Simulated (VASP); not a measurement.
Here is a VASP 6.6.1 calculation.

Contents of INCAR:

```
SYSTEM = MgO
ALGO = Normal ; EDIFF = 1E-8
ENCUT = 600 ; IBRION = 8
ISIF = 2 ; ISMEAR = 0
LASPH = .True. ; LCHARG = .False.
LEPSILON = .True. ; LREAL = .False.
LWAVE = .False. ; NELM = 60
NSW = 1 ; PREC = Accurate
SIGMA = 0.02
```

Contents of KPOINTS:

```
k-points
0
Gamma
  9 9 6
  0 0 0
```

Contents of POSCAR:

```
MgO
1.0
    3.3004900000      0.0000000000      0.0000000000
   -1.6502500000      2.8583100000      0.0000000000
    0.0000000000      0.0000000000      5.0086300000
Mg O
2 2
Direct
    0.3333300000      0.6666700000      0.0034600000
    0.6666700000      0.3333300000      0.5034600000
    0.3333300000      0.6666700000      0.4011400000
    0.6666700000      0.3333300000      0.9011400000
```

Potentials or basis: VASP PAW LDA potentials, release 64 (Mg, O).

Run with:

```bash
$ cat potpaw_LDA.64/Mg/POTCAR potpaw_LDA.64/O/POTCAR > POTCAR
$ mpirun -np 1 vasp_std > vasp.out
```

Problem. Estimate the electronic dielectric tensor (diagonal).

Solution. 2.95, 2.95, 3.06.

Problem. Predict the Born charges (mean of the diagonal).

Solution. Mg +1.83; O -1.83 e.

Problem. Estimate the band gap on the k mesh.

Solution. 3.39 eV, direct.

Phonon frequencies in cm⁻¹ (negative: imaginary):
| q point | frequencies |
| --- | --- |
| (0.000, 0.000, 0.000) | 0 0 0 197 197 430 430 516 516 520 521 521 |

Caveat: an odd mesh through Γ misses points on the zone boundary, where band edges often lie.
